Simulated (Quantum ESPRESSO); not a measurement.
**BaS (Fm-3m): the LO frequency by hand**

Aim: work out the LO frequency and the static dielectric constant of BaS (Fm-3m) from one linear-response run, then check them.

Main program and level: Quantum ESPRESSO 7.5; DFT LDA, scalar-relativistic, plane waves, PseudoDojo norm-conserving pseudopotentials.

### 1. The relaxed structure

The structure is cubic, space group Fm-3m (No. 225). The conventional cell has a = 6.285 Å, b = 6.285 Å, c = 6.285 Å, α = 90.00°, β = 90.00°, γ = 90.00°. Nearest to Ba lie 6 S at 3.14 Å. Nearest to S lie 6 Ba at 3.14 Å. Farther neighbours and most contacts between anions are not listed.

This is the cell after its relaxation at this level of theory, not the database cell from which that began.

### 2. What the response run gave

A linear-response run on the relaxed cell, with the response to an electric field; only its zone-centre results are used. Cutoff 57 Ry, k mesh 6×6×6.

Output:

```text
[banners, grids, parts of the stress and lines that vanish by symmetry left out]
Program PHONON v.7.5
     Reading xml data from directory:

[...]
Exchange-correlation= PW
                           (   1   4   0   0   0   0   0)
[...]
kinetic-energy cut-off    =      57.0000  Ry
     charge density cut-off    =     228.0000  Ry
     convergence threshold     =      1.0E-18
[...]
Exchange-correlation= PW
                           (   1   4   0   0   0   0   0)
[...]
q = (   0.0000000   0.0000000   0.0000000 )
     49 Sym.Ops. (with q -> -q+G )
     G cutoff =  407.3715  (  24309 G-vectors)     FFT grid: ( 45, 45, 45)
     number of k points=    16
[...]
Mode symmetry, O_h (m-3m)  point group:
[...]
Dielectric constant
[...]
End of electric fields calculation
          Dielectric constant in cartesian axis
          (       5.260121919      -0.000000000      -0.000000000 )
          (      -0.000000000       5.260121919      -0.000000000 )
          (      -0.000000000      -0.000000000       5.260121919 )
          Effective charges (d Force / dE) in cartesian axis without acoustic sum rule applied (asr)
           atom    1  Ba    Mean Z*:        2.64529
      Ex  (        2.64529       -0.00000        0.00000 )
      Ey  (        0.00000        2.64529        0.00000 )
      Ez  (        0.00000        0.00000        2.64529 )
           atom    2  S     Mean Z*:       -2.65933
      Ex  (       -2.65933        0.00000        0.00000 )
      Ey  (        0.00000       -2.65933        0.00000 )
      Ez  (        0.00000        0.00000       -2.65933 )
          Effective charges Sum: Mean:       -0.01404
[...]
Effective charges (d Force / dE) in cartesian axis with asr applied:
           atom    1  Ba    Mean Z*:        2.65231
[...]
atom    2  S     Mean Z*:       -2.65231
[...]
Representation #   1 modes #   1   2   3
[...]
End of self-consistent calculation
     Convergence has been achieved
     Representation #   2 modes #   4   5   6
[...]
End of self-consistent calculation
     Convergence has been achieved
[...]
Dielectric constant in cartesian axis
          (       5.260121919      -0.000000000      -0.000000000 )
          (      -0.000000000       5.260121919      -0.000000000 )
          (      -0.000000000      -0.000000000       5.260121919 )
          Effective charges (d Force / dE) in cartesian axis without acoustic sum rule applied (asr)
           atom    1  Ba    Mean Z*:        2.64529
      Ex  (        2.64529       -0.00000        0.00000 )
      Ey  (        0.00000        2.64529        0.00000 )
      Ez  (        0.00000        0.00000        2.64529 )
           atom    2  S     Mean Z*:       -2.65933
      Ex  (       -2.65933        0.00000        0.00000 )
      Ey  (        0.00000       -2.65933        0.00000 )
      Ez  (        0.00000        0.00000       -2.65933 )
          Effective charges Sum: Mean:       -0.01404
[...]
Effective charges (d Force / dE) in cartesian axis with asr applied:
           atom    1  Ba    Mean Z*:        2.65231
[...]
atom    2  S     Mean Z*:       -2.65231
[...]
q = (    0.000000000   0.000000000   0.000000000 )
[...]
freq (    1) =       0.007164 [THz] =       0.238959 [cm-1]
     freq (    2) =       0.007164 [THz] =       0.238959 [cm-1]
     freq (    3) =       0.007164 [THz] =       0.238959 [cm-1]
     freq (    4) =       4.567649 [THz] =     152.360357 [cm-1]
     freq (    5) =       4.567649 [THz] =     152.360357 [cm-1]
     freq (    6) =       4.567649 [THz] =     152.360357 [cm-1]
[...]
Mode symmetry, O_h (m-3m)  point group:
     freq (   1-   3) =          0.2  [cm-1]   --> T_1u G_15  G_4- I
     freq (   4-   6) =        152.4  [cm-1]   --> T_1u G_15  G_4- I

   JOB DONE.
```

```csv
quantity,value
cell volume Ω (Å³),62.074
mass of Ba (u),137.327
mass of S (u),32.060
"Born charge of Ba, raw (e)",2.645
"Born charge of S, raw (e)",-2.659
ε∞,5.260
ω(TO) after the sum rule (cm⁻¹),152.4
```

### 3. The calculation

The charges must sum to zero over the cell; taking off their mean, -0.007 e, leaves Z* = 2.652 e on Ba. In the polar mode Ba moves against S, so the reduced mass is μ = 137.33 × 32.06 / 169.39 = 25.992 u.

A longitudinal wave builds up a field that adds to the restoring force: ω(LO)² = ω(TO)² + 4π Z*² / (μ Ω ε∞), in Hartree atomic units. With μ = 47380 electron masses and Ω = 418.90 bohr³ the second term is 8.4675e-07 Ha², or 40787 cm⁻² (1 Ha = 219474.6 cm⁻¹).

So ω(LO) = √(23214 + 40787) = 253.0 cm⁻¹, and by the Lyddane-Sachs-Teller relation ε₀ = ε∞ (ω(LO)/ω(TO))² = 14.50.

### 4. Check against the program

The analysis program adds the same non-analytic term to the full matrix, here for q along (1 0 0).

Output:

```text
[banner, memory and clock lines left out]
Program DYNMAT v.7.5

     Reading Dynamical Matrix from file g.dyn
     ...Force constants read
     ...epsilon and Z* read

     Polarizability (A^3 units)
     multiply by 0.413216 for Clausius-Mossotti correction
        21.043788   -0.000000   -0.000000
        -0.000000   21.043788   -0.000000
        -0.000000   -0.000000   21.043788

     IR activities are in (D/A)^2/amu units

# mode   [cm-1]    [THz]      IR
    1      0.00    0.0000    0.0000
    2      0.00    0.0000    0.0000
    3      0.00    0.0000    0.0000
    4    152.36    4.5677    6.2442
    5    152.36    4.5677    6.2442
    6    252.99    7.5843    6.2442
```

ε₀ comes from the program's run without a direction of q.

```csv
quantity,by hand,program
ω(LO) (cm⁻¹),253.0,253.0
ε₀,14.50,14.50
```

### 5. Results

| Item | Value |
| --- | --- |
| TO mode | 152.4 cm⁻¹ |
| LO mode | 253.0 cm⁻¹ |
| static dielectric constant | 14.50 |

**Reading.** The LO mode of BaS (Fm-3m) lies at 253 cm⁻¹, 101 cm⁻¹ above the TO mode; the formula meets the program within 0.1 cm⁻¹, as it must for a cubic crystal with one polar mode. ω(LO)² − ω(TO)² goes with Z*²/ε∞: an error of 5 % in ε∞ would move the LO mode by 3.9 cm⁻¹, and semilocal functionals tend to overestimate ε∞. These are harmonic values at zero temperature, at the volume of this functional, for the structure held cubic; stability elsewhere in the zone is no part of this calculation.

[Host names and launcher messages were left out of these logs when they were recorded.]

[Logs are printed without paths, hosts, clocks, repeated set-up lines and the standing remarks that a program may print on its own settings, such as how far it seeks lower states.]

[Hosts, paths, dates, database ids (printed as entryN), source tags and the programs' standing remarks are cut or masked in the printed files.]
